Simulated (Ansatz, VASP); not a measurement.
Ag in VASP and in Ansatz

File INCAR:

```
PREC = Accurate
ENCUT = 520
EDIFF = 1E-6
ISMEAR = 0
SIGMA = 0.15
LREAL = False
LASPH = True
NELM = 100
ALGO = Fast
ISIF = 2
LWAVE = False
LCHARG = False
GGA = PS
NBANDS = 12
```

The input KPOINTS:

```
regular mesh
0
Gamma
  26 26 26
```

The input POSCAR:

```
Ag
1.0
   -1.5319294609      1.5319294609      1.5722433941
    1.5319294609     -1.5319294609      1.5722433941
    1.5319294609      1.5319294609     -1.5722433941
Ag
1
Direct
    0.0000000000      0.0000000000      0.0000000000
```

Input for Ansatz:

```yaml
crystal:
  lattice:
    - [-1.5319294609, 1.5319294609, 1.5722433941]
    - [1.5319294609, -1.5319294609, 1.5722433941]
    - [1.5319294609, 1.5319294609, -1.5722433941]
  atoms:
    - { symbol: Ag, position: [0.0, 0.0, 0.0] }
basis:
  ecutwfc: 420
kpoints:
  mp_grid: { grid: [26, 26, 26] }
hamiltonian:
  xc: pbesol
scf:
  occupations: { method: gaussian, width: 0.15 }
output:
  forces: true
  stress: true
  eigenvalues: true
```

Change from the starting cell: strain -0.050 along x and y, -0.025 along z, atoms carried along.

Alike in both runs: task single point; functional PBEsol; k mesh 26 × 26 × 26; occupations gaussian, width 0.15 eV; no spin polarisation.

```csv
,VASP,Ansatz
version,VASP 6.6.1,Ansatz 0.2.0
potentials or method,"VASP PAW PBE potentials, release 64 (Ag)","scalar-relativistic, plane waves, PAW"
plane-wave cutoff (eV),520,420
valence electrons in the cell,11,19
```

Ansatz gave:

```
gap on the k mesh at the Fermi level (eV)       : none
pressure (GPa)                                  : 21.2
largest component of the traceless stress (GPa) : 0.42
```

Question: Estimate VASP's values.

Answer: gap on the k mesh at the Fermi level (eV): none; pressure (GPa): 20.6; largest component of the traceless stress (GPa): 0.42.

A gap of «none» marks a metal or a gap that the smearing closes. The two sets of potentials don't hold the same shells in valence.

Caveats: so large a pressure means that the cell lies far from this level's equilibrium, or that cutoff or potentials fall short (VASP); the potentials were made for another functional, which shifts forces and pressure (VASP).
